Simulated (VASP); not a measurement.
# Ru in VASP: relaxation of the atoms with PBEsol

Aim: the relaxation of the atoms of Ru with PBEsol.

Program: VASP 6.6.1. These are calculated values, not measurements. Logs are shortened: lines on timing, memory, paths and dates and some standing lists are left out, and cuts for length are marked.

**1. The slab as given**

The cell holds a slab with vacuum, 4 atoms: a = 2.690 Å, b = 2.690 Å, c = 27.869 Å, α = 90.00°, β = 90.00°, γ = 120.00°.

The cell was built by a generator and needn't be a form met in nature.

**2. Relaxation of the atoms, PBEsol**

INCAR reads:

```
SYSTEM = Ru
PREC = Accurate
ENCUT = 520
EDIFF = 1E-6
ISMEAR = 1
SIGMA = 0.1
LREAL = .False.
LASPH = .True.
NELM = 120
ALGO = Fast
ISIF = 2
LWAVE = .False.
LCHARG = .False.
LDIPOL = .True.
IDIPOL = 3
DIPOL = 0.5 0.5 0.500
GGA = PS
IBRION = 2
NSW = 90
EDIFFG = -0.02
KPAR = 2
```

KPOINTS reads:

```
Automatic mesh
0
Gamma
  14 14 1
  0 0 0
```

POSCAR reads:

```
Ru
1.0
    2.6898417900      0.0000000000      0.0000000000
   -1.3449209000      2.3294712900      0.0000000000
    0.0000000000      0.0000000000     27.8685366400
Ru
4
Selective dynamics
Direct
    0.3333330000      0.6666670000      0.3856304300  F F F
    0.6666670000      0.3333330000      0.4618768100  T T T
    0.3333330000      0.6666670000      0.5381231900  T T T
    0.6666670000      0.3333330000      0.6143695700  T T T
```

Potentials or basis: VASP PAW PBE potentials, release 64 (Ru_pv).

Command:

```
$ cat potpaw_PBE.64/Ru_pv/POTCAR > POTCAR
$ mpirun -np 2 vasp_std > vasp.out
```

OUTCAR:

```text
SYSTEM = Ru
   PREC = Accurate
   ENCUT = 520
   EDIFF = 1E-6
   ISMEAR = 1
   LREAL = .False.
   LASPH = .True.
   NELM = 120
   ISIF = 2
   GGA = PS
   IBRION = 2
   NSW = 90
   EDIFFG = -0.02

 ion  position               nearest neighbor table
   1  0.333  0.667  0.386-   2 2.63   2 2.63   2 2.63
   2  0.667  0.333  0.462-   1 2.63   3 2.63   1 2.63   3 2.63   1 2.63   3 2.63
   3  0.333  0.667  0.538-   2 2.63   4 2.63   2 2.63   4 2.63   2 2.63   4 2.63
   4  0.667  0.333  0.614-   3 2.63   3 2.63   3 2.63

  LATTYP: Found a hexagonal cell.
 ALAT       =     2.6898417900
 C/A-ratio  =    10.3606601487

  Lattice vectors:

 A1 = (   2.6898417900,   0.0000000000,   0.0000000000)
 A2 = (  -1.3449209000,   2.3294712900,   0.0000000000)
 A3 = (   0.0000000000,   0.0000000000,  27.8685366400)

Analysis of symmetry for initial positions (statically):
=====================================================================
 Subroutine PRICEL returns:
 Original cell was already a primitive cell.

 Routine SETGRP: Setting up the symmetry group for a
 hexagonal supercell.

 Subroutine GETGRP returns: Found 12 space group operations
 (whereof 12 operations were pure point group operations)
 out of a pool of 24 trial point group operations.

The static configuration has the point symmetry D_3d.

Analysis of symmetry for dynamics (positions and initial velocities):
=====================================================================
 Subroutine PRICEL returns:
 Original cell was already a primitive cell.

 Routine SETGRP: Setting up the symmetry group for a
 hexagonal supercell.

 Subroutine GETGRP returns: Found 12 space group operations
 (whereof 12 operations were pure point group operations)
 out of a pool of 24 trial point group operations.

The dynamic configuration has the point symmetry D_3d.

Analysis of constrained symmetry for selective dynamics:
=====================================================================
 Subroutine PRICEL returns:
 Original cell was already a primitive cell.

 Routine SETGRP: Setting up the symmetry group for a
 hexagonal supercell.

 Subroutine GETGRP returns: Found  6 space group operations
 (whereof  6 operations were pure point group operations)
 out of a pool of 24 trial point group operations.

The constrained configuration has the point symmetry C_3v.

 Subroutine INISYM returns: Found  6 space group operations
 (whereof  6 operations are pure point group operations),
 and found     1 'primitive' translations

----------------------------------------------------------------------------------------

                                     Primitive cell

  volume of cell :     174.6217

  direct lattice vectors                    reciprocal lattice vectors
     2.689841790  0.000000000  0.000000000     0.371769077  0.214640981  0.000000000
    -1.344920900  2.329471290  0.000000000     0.000000000  0.429281960  0.000000000
     0.000000000  0.000000000 27.868536640     0.000000000  0.000000000  0.035882760

  length of vectors
     2.689841790  2.689841765 27.868536640     0.429281955  0.429281960  0.035882760

  position of ions in fractional coordinates (direct lattice)
     0.333333000  0.666667000  0.385630430
     0.666667000  0.333333000  0.461876810
     0.333333000  0.666667000  0.538123190
     0.666667000  0.333333000  0.614369570

  ion indices of the primitive-cell ions
   primitive index   ion index
                 1           1
                 2           2
                 3           3
                 4           4

----------------------------------------------------------------------------------------

 KPOINTS: Automatic mesh
[... 26 lines left out ...]
  0.071429 -0.000000  0.000000      6.000000
  0.142857  0.000000  0.000000      6.000000
  0.214286 -0.000000  0.000000      6.000000
  0.285714 -0.000000  0.000000      6.000000
  0.357143 -0.000000  0.000000      6.000000
[... 16 lines left out ...]
  0.285714  0.285714  0.000000      6.000000
  0.357143  0.285714  0.000000      6.000000
   k-points           NKPTS =     24   k-points in BZ     NKDIM =     24   number of bands    NBANDS=     33
   number of dos      NEDOS =    301   number of ions     NIONS =      4
   total plane-waves  NPLWV =  84000
   dimension x,y,z NGX =    20 NGY =   20 NGZ =  210
   dimension x,y,z NGXF=    40 NGYF=   40 NGZF=  420
   ions per type =               4
   NGX,Y,Z   is equivalent  to a cutoff of  12.36, 12.36, 12.53 a.u.
   NGXF,Y,Z  is equivalent  to a cutoff of  24.72, 24.72, 25.05 a.u.
 SYSTEM =  Ru
   PREC   = accura    normal or accurate (medium, high low for compatibility)
   ISTART =      0    job   : 0-new  1-cont  2-samecut
   ICHARG =      2    charge: 1-file 2-atom 10-const
   ISPIN  =      1    spin polarized calculation?
   LNONCOLLINEAR =      F non collinear calculations
   LSORBIT =      F    spin-orbit coupling
   LASPH  =      T    aspherical Exc in radial PAW
   ENCUT  =  520.0 eV  38.22 Ry    6.18 a.u.   5.00  5.00 51.82*2*pi/ulx,y,z
   NELM   =    120;   NELMIN=  2; NELMDL= -5     # of ELM steps
   EDIFF  = 0.1E-05   stopping-criterion for ELM
   LREAL  =      F    real-space projection
   EDIFFG = -.2E-01   stopping-criterion for IOM
   NSW    =     90    number of steps for IOM
   IBRION =      2    ionic relax: 0-MD 1-quasi-New 2-CG
   NFREE  =      1    steps in history (QN), initial steepest desc. (CG)
   ISIF   =      2    stress and relaxation
   ISYM   =      2    0-nonsym 1-usesym 2-fastsym
   POTIM  = 0.5000    time-step for ionic-motion
   TEBEG  =    0.0;   TEEND  =   0.0 temperature during run
   PSTRESS=    0.0 pullay stress
   NELECT =      56.0000    total number of electrons
   NUPDOWN=      -1.0000    fix difference up-down
   EMIN   =  10.00;   EMAX   =-10.00  energy-range for DOS
   EFERMI =   0.00;   METHOD = LEGACY
   ISMEAR =     1;   SIGMA  =   0.10  broadening in eV -4-tet -1-fermi 0-gaus
   EFERMI_NEDOS =   21; number of points for ismear=-14 and -15
   IALGO  =     68    algorithm
   IMIX   =      4    mixing-type and parameters
     AMIX     =   0.40;   BMIX     =  1.00
     AMIX_MAG =   1.60;   BMIX_MAG =  1.00
  volume/ion in A,a.u.               =      43.66       294.60
  Fermi-wavevector in a.u.,A,eV,Ry     =   1.120568  2.117566 17.084453  1.255672
  Thomas-Fermi vector in A             =   2.257215
   LORBIT       =      0    0 simple, 1 ext, 2 COOP (PROOUT), +10 PAW based schemes
   GGA     = PS    functional components
   LHFCALC =     F    Hartree Fock is set to
   AEXX    =    0.0000 exact exchange contribution
   IVDW    =     0    specifies the selected vdW correction
   LEPSILON=     F    determine dielectric tensor
   LRPA    =     F    only Hartree local field effects (RPA)
 conjugate gradient relaxation of ions
 non-spin polarized calculation
 RMM-DIIS sequential band-by-band and
 Methfessel and Paxton  Order N= 1 SIGMA  =   0.10
  energy-cutoff  :      520.00
  volume of cell :      174.62
 maximum number of plane-waves:      4765
 NGX is ok and might be reduce to    20
   NGX =  9   NGY =  9   NGZ =103

--------------------------------------- Ionic step        1  -------------------------------------------

 number of electron      55.9999993 magnetization

 Free energy of the ion-electron system (eV)
  ---------------------------------------------------
  ext. energy  EPLUGINS =         0.00000000
  ---------------------------------------------------
  free energy    TOTEN  =       -38.23447126 eV

  energy without entropy =      -38.23900693  energy(sigma->0) =      -38.23598315

------------------------ aborting loop because EDIFF is reached ----------------------------------------

  FORCE on cell =-STRESS in cart. coord.  units (eV):
  Direction    XX          YY          ZZ          XY          YZ          ZX
  --------------------------------------------------------------------------------------
  -------------------------------------------------------------------------------------
  Total       -4.2382469     -4.2382468     -3.4936136      0.0000000      0.0000000     -0.0000000
  in kB      -38.8864744    -38.8864734    -32.0543655      0.0000001      0.0000000     -0.0000000
  external PRESSURE =     -36.6091044 kB  Pullay stress =       0.0000000 kB
[... 95 lines left out ...]
  FREE ENERGIE OF THE ION-ELECTRON SYSTEM (eV)
  ---------------------------------------------------
  free  energy   TOTEN  =       -38.2646491938 eV

  energy  without entropy=      -38.2648207145  energy(sigma->0) =      -38.26470637

[... ionic steps 4 to 9 ...]

--------------------------------------- Ionic step       10  -------------------------------------------

 number of electron      55.9999994 magnetization

------------------------ aborting loop because EDIFF is reached ----------------------------------------
[... 65 lines left out ...]
  FREE ENERGIE OF THE ION-ELECTRON SYSTEM (eV)
  ---------------------------------------------------
  free  energy   TOTEN  =       -38.2886427806 eV

  energy  without entropy=      -38.2879734923  energy(sigma->0) =      -38.28841968

 dipolmoment           0.000000      0.000000      0.000103 electrons x Angstroem

--------------------------------------- Ionic step       12  -------------------------------------------

 number of electron      55.9999994 magnetization

 dipolmoment           0.000000      0.000000     -0.000013 electrons x Angstroem

 Free energy of the ion-electron system (eV)
  ---------------------------------------------------
  ext. energy  EPLUGINS =         0.00000000
  ---------------------------------------------------
  free energy    TOTEN  =       -38.28866462 eV

  energy without entropy =      -38.28806565  energy(sigma->0) =      -38.28846496

 E-fermi :   0.4408     XC(G=0):  -5.1009

 val. band max:        0.4368596172   @ k =   0.2857   0.0714   0.0000
 cond. band min:       0.4568993770   @ k =   0.2143  -0.0000   0.0000
 fundamental gap:      0.0200397599
 Fermi energy:         0.4407959728

 k-point     1 :       0.0000    0.0000    0.0000
  band No.  band energies     occupation
      1     -43.2573      2.00000
      2     -42.8204      2.00000
      3     -42.3677      2.00000
      4     -42.3677      2.00000
      5     -42.2820      2.00000
      6     -42.2820      2.00000
[... 853 lines left out ...]
     32       1.7760     -0.00000
     33       7.3060      0.00000

------------------------ aborting loop because EDIFF is reached ----------------------------------------

 vacuum level on the upper side and lower side of the slab       (xc-potential included)        -0.010        -0.009

  FORCE on cell =-STRESS in cart. coord.  units (eV):
  Direction    XX          YY          ZZ          XY          YZ          ZX
  --------------------------------------------------------------------------------------
  -------------------------------------------------------------------------------------
  Total       -3.0918864     -3.0918863     -0.0659454      0.0000000      0.0000000     -0.0000000
  in kB      -28.3684653    -28.3684645     -0.6050580      0.0000001      0.0000000     -0.0000000
  external PRESSURE =     -19.1139960 kB  Pullay stress =       0.0000000 kB
[... 19 lines left out ...]
  FREE ENERGIE OF THE ION-ELECTRON SYSTEM (eV)
  ---------------------------------------------------
  free  energy   TOTEN  =       -38.2886646210 eV

  energy  without entropy=      -38.2880656451  energy(sigma->0) =      -38.28846496

 reached required accuracy - stopping structural energy minimisation

 vacuum level on the upper side and lower side of the slab         5.616         5.616
```

Wall time 12 min (2 MPI ranks of AMD EPYC 7R13 (Zen 3), shared host); peak memory 0.32 GiB.

Results:

| Quantity | Value |
| --- | --- |
| Free energy | -38.2887 eV |
| Energy gained by relaxing | 13.5 meV/atom |
| Ionic steps | 12 |
| Band gap on the k mesh | none (metal or under the smearing width) |

The path:
```tsv
step	energy change (eV)	largest force (eV/Å)	pressure (GPa)
1	0.0000	0.7388	-3.66
2	-0.0302	0.5359	-3.14
3	-0.0302	0.5384	-3.15
4	-0.0358	0.4749	-2.99
5	-0.0483	0.2829	-2.49
6	-0.0517	0.1498	-1.44
7	-0.0539	0.0680	-1.87
8	-0.0538	0.1093	-1.97
9	-0.0542	0.0236	-1.91
10	-0.0542	0.0205	-1.91
11	-0.0542	0.0301	-1.91
12	-0.0542	0.0043	-1.91
```

Final structure:
```yaml
crystal:
  lattice:
    - [2.68984, 0.00000, 0.00000]
    - [-1.34492, 2.32947, 0.00000]
    - [0.00000, 0.00000, 27.86854]
  atoms:
    - { symbol: Ru, position: [0.33333, 0.66667, 0.38563] }
    - { symbol: Ru, position: [0.66667, 0.33333, 0.45932] }
    - { symbol: Ru, position: [0.33333, 0.66667, 0.53598] }
    - { symbol: Ru, position: [0.66667, 0.33333, 0.60968] }
```

Levels at points of the mesh, in eV from the Fermi level:
| k point | band 24 | band 25 | band 26 | band 27 | band 28 | band 29 | band 30 | band 31 | band 32 | band 33 |
| --- | --- | --- | --- | --- | --- | --- | --- | --- | --- | --- |
| (0.00, 0.00, 0.00) | -2.28 | -2.17 | -2.17 | -1.82 | -0.92 | -0.92 | 0.11 | 0.11 | 0.11 | 1.05 |
| (0.50, 0.00, 0.00) | -1.09 | 0.15 | 0.16 | 1.09 | 1.44 | 1.47 | 1.63 | 2.01 | 2.05 | 2.38 |

Caveat: the PAW data sets were made with another functional, which shifts forces and pressure a little.
